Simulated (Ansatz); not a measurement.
# Piezoelectric tensor of InP at 11 GPa (stress–strain coefficients)

Level of theory: Ansatz 0.2.0, DFT PBEsol, scalar-relativistic, plane waves, PAW. Cutoff 420 eV, 10×10×10 k-points (Γ-centred), fixed occupations. No spin polarisation.

The cell, relaxed at 11 GPa:
```yaml
crystal:
  lattice:
    - [0.00000, 2.82035, 2.82035]
    - [2.82035, 0.00000, 2.82035]
    - [2.82035, 2.82035, 0.00000]
  atoms:
    - { symbol: In, position: [0.00000, 0.00000, 0.00000] }
    - { symbol: P, position: [0.75000, 0.75000, 0.75000] }
```

The real crystal has changed phase below this pressure.

**Question.** Give the relaxed-ion proper piezoelectric stress tensor e_iJ (C/m², Voigt columns xx yy zz yz xz xy).

**Answer.**
```
x    0.000  0.000  0.000 -0.324  0.000  0.000
y    0.000  0.000  0.000  0.000 -0.324  0.000
z    0.000  0.000  0.000  0.000  0.000 -0.324
```
Signs follow the orientation of the cell as given.

**Question.** With the elastic constants (GPa, Voigt order)
C11 = 136.4, C12 = 102.1, C13 = 102.1, C22 = 136.4, C23 = 102.1, C33 = 136.4, C44 = 41.0, C55 = 41.0, C66 = 41.0 GPa; the others vanish.
find the strain coefficients d = e·C⁻¹ (pC/N).

**Answer.**
```
x    0.0  0.0  0.0 -7.9  0.0  0.0
y    0.0  0.0  0.0  0.0 -7.9  0.0
z    0.0  0.0  0.0  0.0  0.0 -7.9
```

Cost: 1 run of about 0.9 core-minutes, on AMD EPYC 9R45 (Zen 5) (shared hosts).